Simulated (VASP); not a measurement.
# SnTe (Fm-3m) in VASP: settings compared

The runs below take SnTe through single point, with r2SCAN, PBE.

Everything below comes from runs of VASP 6.6.1. Logs are shortened: lines on timing, memory, paths and dates and some standing lists are left out, and cuts for length are marked.

**What was measured.**

A printed reference work, textbook reports, for a bulk crystal of SnTe at 300 K: band gap 0.18 eV (direct).

How close the calculation comes is told below.

**1. The cell of the first run**

It takes space group Fm-3m (No. 225, cubic). Conventional cell: a = 6.442 Å, b = 6.442 Å, c = 6.442 Å, α = 90.00°, β = 90.00°, γ = 90.00°. Sn (site symmetry m-3m) has 6 Te at 3.22 Å within 4.2 Å. Te (site symmetry m-3m) has 6 Sn at 3.22 Å within 4.2 Å.

**2. Single point, r2SCAN (33.42 Å³/atom)**

Contents of POSCAR:

```
SnTe
1.0
    0.0000000000      3.2209343898      3.2209343898
    3.2209343898      0.0000000000      3.2209343898
    3.2209343898      3.2209343898      0.0000000000
Sn Te
1 1
Direct
    0.0000000000      0.0000000000      0.0000000000
    0.5000000000      0.5000000000      0.5000000000
```

Contents of INCAR.step1:

```
  PREC = Accurate
  ENCUT = 520
  ISMEAR = -1
  SIGMA = 0.02
  LREAL = F
  LASPH = T
  NELM = 80
  NBANDS = 17
  GGA = PE
  ALGO = Normal
  EDIFF = 1E-4
  LWAVE = T
  LCHARG = F
```

Contents of INCAR.step2:

```
  PREC = Accurate
  ENCUT = 520
  EDIFF = 1E-6
  ISMEAR = -1
  SIGMA = 0.02
  LREAL = F
  LASPH = T
  NELM = 80
  ALGO = Normal
  ISIF = 2
  LWAVE = F
  LCHARG = T
  METAGGA = R2SCAN
  LMIXTAU = T
  LELF = T
  LVHAR = T
  NBANDS = 17
  ISTART = 1
```

Contents of KPOINTS:

```
Automatic mesh
0
Gamma
  6 6 6
```

Potentials or basis: VASP PAW PBE potentials, release 64 (Sn_d, Te).

Started as:

```console
$ cat potpaw_PBE.64/Sn_d/POTCAR potpaw_PBE.64/Te/POTCAR > POTCAR
$ cp INCAR.step1 INCAR
$ mpirun -np 1 vasp_std > vasp.out
$ cp INCAR.step2 INCAR
$ mpirun -np 1 vasp_std > vasp.out
```

OUTCAR:

```text
PREC = Accurate
   ENCUT = 520
   EDIFF = 1E-6
   ISMEAR = -1
   LREAL = F
   LASPH = T
   NELM = 80
   ISIF = 2
   METAGGA = R2SCAN
   ISTART = 1

 ion  position               nearest neighbor table
   1  0.000  0.000  0.000-   2 3.22   2 3.22   2 3.22   2 3.22   2 3.22   2 3.22
   2  0.500  0.500  0.500-   1 3.22   1 3.22   1 3.22   1 3.22   1 3.22   1 3.22

  LATTYP: Found a face centered cubic cell.
 ALAT       =     6.4418687796

  Lattice vectors:

 A1 = (   0.0000000000,   3.2209343898,   3.2209343898)
 A2 = (   3.2209343898,   0.0000000000,   3.2209343898)
 A3 = (   3.2209343898,   3.2209343898,   0.0000000000)

Analysis of symmetry for initial positions (statically):
=====================================================================
 Subroutine PRICEL returns:
 Original cell was already a primitive cell.

 Routine SETGRP: Setting up the symmetry group for a
 face centered cubic supercell.

 Subroutine GETGRP returns: Found 48 space group operations
 (whereof 48 operations were pure point group operations)
 out of a pool of 48 trial point group operations.

The static configuration has the point symmetry O_h .

Analysis of symmetry for dynamics (positions and initial velocities):
=====================================================================
 Subroutine PRICEL returns:
 Original cell was already a primitive cell.

 Routine SETGRP: Setting up the symmetry group for a
 face centered cubic supercell.

 Subroutine GETGRP returns: Found 48 space group operations
 (whereof 48 operations were pure point group operations)
 out of a pool of 48 trial point group operations.

The dynamic configuration has the point symmetry O_h .

 Subroutine INISYM returns: Found 48 space group operations
 (whereof 48 operations are pure point group operations),
 and found     1 'primitive' translations

----------------------------------------------------------------------------------------

                                     Primitive cell

  volume of cell :      66.8306

  direct lattice vectors                    reciprocal lattice vectors
     0.000000000  3.220934390  3.220934390    -0.155234457  0.155234457  0.155234457
     3.220934390  0.000000000  3.220934390     0.155234457 -0.155234457  0.155234457
     3.220934390  3.220934390  0.000000000     0.155234457  0.155234457 -0.155234457

  length of vectors
     4.555089098  4.555089098  4.555089098     0.268873966  0.268873966  0.268873966

  position of ions in fractional coordinates (direct lattice)
     0.000000000  0.000000000  0.000000000
     0.500000000  0.500000000  0.500000000

  ion indices of the primitive-cell ions
   primitive index   ion index
                 1           1
                 2           2

----------------------------------------------------------------------------------------

 KPOINTS: Automatic mesh

Automatic generation of k-mesh.
 Grid dimensions read from file:
 generate k-points for:    6    6    6

 Generating k-lattice:

  Cartesian coordinates                     Fractional coordinates (reciprocal lattice)
    -0.025872409  0.025872409  0.025872409     0.166666667  0.000000000  0.000000000
     0.025872409 -0.025872409  0.025872409     0.000000000  0.166666667  0.000000000
     0.025872409  0.025872409 -0.025872409     0.000000000  0.000000000  0.166666667

  Length of vectors
     0.044812328  0.044812328  0.044812328

  Shift w.r.t. Gamma in fractional coordinates (k-lattice)
     0.000000000  0.000000000  0.000000000

 Subroutine IBZKPT returns following result:
 ===========================================

 Found     16 irreducible k-points:

 Following reciprocal coordinates:
            Coordinates               Weight
  0.000000  0.000000  0.000000      1.000000
  0.166667  0.000000  0.000000      8.000000
  0.333333  0.000000  0.000000      8.000000
  0.500000  0.000000  0.000000      4.000000
  0.166667  0.166667  0.000000      6.000000
  0.333333  0.166667  0.000000     24.000000
[... 8 lines left out ...]
 -0.333333  0.333333  0.166667     24.000000
 -0.333333  0.500000  0.166667     12.000000
   k-points           NKPTS =     16   k-points in BZ     NKDIM =     16   number of bands    NBANDS=     17
   number of dos      NEDOS =    301   number of ions     NIONS =      2
   total plane-waves  NPLWV =  46656
   dimension x,y,z NGX =    36 NGY =   36 NGZ =   36
   dimension x,y,z NGXF=    72 NGYF=   72 NGZF=   72
   ions per type =               1   1
   NGX,Y,Z   is equivalent  to a cutoff of  13.14, 13.14, 13.14 a.u.
   NGXF,Y,Z  is equivalent  to a cutoff of  26.28, 26.28, 26.28 a.u.
 SYSTEM =  unknown system
   PREC   = accura    normal or accurate (medium, high low for compatibility)
   ISTART =      1    job   : 0-new  1-cont  2-samecut
   ICHARG =      0    charge: 1-file 2-atom 10-const
   ISPIN  =      1    spin polarized calculation?
   LNONCOLLINEAR =      F non collinear calculations
   LSORBIT =      F    spin-orbit coupling
   LASPH  =      T    aspherical Exc in radial PAW
   ENCUT  =  520.0 eV  38.22 Ry    6.18 a.u.   8.47  8.47  8.47*2*pi/ulx,y,z
   NELM   =     80;   NELMIN=  2; NELMDL=  0     # of ELM steps
   EDIFF  = 0.1E-05   stopping-criterion for ELM
   LREAL  =      F    real-space projection
   EDIFFG = 0.1E-04   stopping-criterion for IOM
   NSW    =      0    number of steps for IOM
   IBRION =     -1    ionic relax: 0-MD 1-quasi-New 2-CG
   NFREE  =      0    steps in history (QN), initial steepest desc. (CG)
   ISIF   =      2    stress and relaxation
   ISYM   =      2    0-nonsym 1-usesym 2-fastsym
   POTIM  = 0.5000    time-step for ionic-motion
   TEBEG  =    0.0;   TEEND  =   0.0 temperature during run
   PSTRESS=    0.0 pullay stress
   NELECT =      20.0000    total number of electrons
   NUPDOWN=      -1.0000    fix difference up-down
   EMIN   =  10.00;   EMAX   =-10.00  energy-range for DOS
   EFERMI =   0.00;   METHOD = LEGACY
   ISMEAR =    -1;   SIGMA  =   0.02  broadening in eV -4-tet -1-fermi 0-gaus
   EFERMI_NEDOS =   21; number of points for ismear=-14 and -15
   IALGO  =     38    algorithm
   IMIX   =      4    mixing-type and parameters
     AMIX     =   0.40;   BMIX     =  1.00
     AMIX_MAG =   1.60;   BMIX_MAG =  1.00
  volume/ion in A,a.u.               =      33.42       225.50
  Fermi-wavevector in a.u.,A,eV,Ry     =   1.095031  2.069308 16.314640  1.199092
  Thomas-Fermi vector in A             =   2.231347
   LORBIT       =      0    0 simple, 1 ext, 2 COOP (PROOUT), +10 PAW based schemes
   METAGGA = R2SCAN    functional components
   LHFCALC =     F    Hartree Fock is set to
   AEXX    =    0.0000 exact exchange contribution
   IVDW    =     0    specifies the selected vdW correction
   LEPSILON=     F    determine dielectric tensor
   LRPA    =     F    only Hartree local field effects (RPA)
 non-spin polarized calculation
  energy-cutoff  :      520.00
  volume of cell :       66.83
 maximum number of plane-waves:      1820
 NGX is ok and might be reduce to    36
   NGX = 17   NGY = 17   NGZ = 17

 number of electron      20.0000006 magnetization

 Free energy of the ion-electron system (eV)
  ---------------------------------------------------
  ext. energy  EPLUGINS =         0.00000000
  ---------------------------------------------------
  free energy    TOTEN  =       -50.67655630 eV

  energy without entropy =      -50.67652415  energy(sigma->0) =      -50.67654022

 E-fermi :   6.2401     XC(G=0):  -9.7527

 val. band max:        6.1253817649   @ k =   0.5000   0.0000   0.0000
 cond. band min:       6.3547668379   @ k =   0.5000   0.0000   0.0000
 fundamental gap:      0.2293850730
 Fermi energy:         6.2400741073

 k-point     1 :       0.0000    0.0000    0.0000
  band No.  band energies     occupation
      1     -16.5415      2.00000
      2     -16.5415      2.00000
      3     -16.5347      2.00000
      4     -16.5347      2.00000
      5     -16.5347      2.00000
      6      -6.7975      2.00000
[... 9 lines left out ...]
     16      11.2968      0.00000
     17      13.2160      0.00000

 k-point     2 :       0.1667    0.0000    0.0000
  band No.  band energies     occupation
      1     -16.5424      2.00000
      2     -16.5424      2.00000
      3     -16.5343      2.00000
      4     -16.5336      2.00000
      5     -16.5335      2.00000
      6      -6.5767      2.00000
[... 9 lines left out ...]
     16      11.8428      0.00000
     17      14.7521      0.00000

 k-point     3 :       0.3333    0.0000    0.0000
  band No.  band energies     occupation
      1     -16.5445      2.00000
      2     -16.5445      2.00000
      3     -16.5337      2.00000
      4     -16.5308      2.00000
      5     -16.5308      2.00000
      6      -6.0101      2.00000
[... 9 lines left out ...]
     16      13.3487      0.00000
     17      16.9877      0.00000

 k-point     4 :       0.5000    0.0000    0.0000
  band No.  band energies     occupation
      1     -16.5456      2.00000
      2     -16.5456      2.00000
      3     -16.5333      2.00000
      4     -16.5294      2.00000
      5     -16.5294      2.00000
      6      -5.6023      2.00000
[... 9 lines left out ...]
     16      15.3066      0.00000
     17      15.3066      0.00000
[... 183 lines left out ...]
      1     -16.5494      2.00000
      2     -16.5417      2.00000
      3     -16.5344      2.00000
      4     -16.5297      2.00000
      5     -16.5286      2.00000
      6      -5.6210      2.00000
[... 9 lines left out ...]
     16      14.8800      0.00000
     17      15.4762      0.00000

 k-point    15 :      -0.3333    0.3333    0.1667
  band No.  band energies     occupation
      1     -16.5498      2.00000
      2     -16.5426      2.00000
      3     -16.5321      2.00000
      4     -16.5314      2.00000
      5     -16.5274      2.00000
      6      -5.3477      2.00000
[... 9 lines left out ...]
     16      16.3312      0.00000
     17      16.5583      0.00000

 k-point    16 :      -0.3333    0.5000    0.1667
  band No.  band energies     occupation
      1     -16.5526      2.00000
      2     -16.5404      2.00000
      3     -16.5348      2.00000
      4     -16.5292      2.00000
      5     -16.5263      2.00000
      6      -5.2740      2.00000
[... 9 lines left out ...]
     16      16.3856      0.00000
     17      17.6338      0.00000

------------------------ aborting loop because EDIFF is reached ----------------------------------------

  FORCE on cell =-STRESS in cart. coord.  units (eV):
  Direction    XX          YY          ZZ          XY          YZ          ZX
  --------------------------------------------------------------------------------------
  -------------------------------------------------------------------------------------
  Total       -0.5184599     -0.5184599     -0.5184599      0.0000000      0.0000000     -0.0000000
  in kB      -12.4293984    -12.4293984    -12.4293984      0.0000000      0.0000000     -0.0000000
  external PRESSURE =     -12.4293984 kB  Pullay stress =       0.0000000 kB

 VOLUME and BASIS-vectors are now :
 -----------------------------------------------------------------------------
  energy-cutoff  :      520.00
  volume of cell :       66.83
      direct lattice vectors                 reciprocal lattice vectors
     0.000000000  3.220934390  3.220934390    -0.155234457  0.155234457  0.155234457
     3.220934390  0.000000000  3.220934390     0.155234457 -0.155234457  0.155234457
     3.220934390  3.220934390  0.000000000     0.155234457  0.155234457 -0.155234457

 POSITION                                       TOTAL-FORCE (eV/Angst)
 -----------------------------------------------------------------------------------
      0.00000      0.00000      0.00000         0.000000     -0.000000      0.000000
      3.22093      3.22093      3.22093        -0.000000      0.000000     -0.000000
 -----------------------------------------------------------------------------------
    total drift:                               -0.000000      0.000000      0.000000

  FREE ENERGIE OF THE ION-ELECTRON SYSTEM (eV)
  ---------------------------------------------------
  free  energy   TOTEN  =       -50.6765563008 eV

  energy  without entropy=      -50.6765241489  energy(sigma->0) =      -50.67654022
```

It took 2.3 min on 1 thread of Intel Xeon 8259CL, shared host; peak memory 0.22 GiB.

Results:

```
Free energy            : -50.6766 eV
Pressure               : -1.2 GPa
Band gap on the k mesh : 0.23 eV
```

Caveat: the PAW data sets were made with another functional, which shifts forces and pressure a little; spin-orbit coupling is left out, which moves the levels of the heavy elements.

(Part 1 of 2 ends here.)
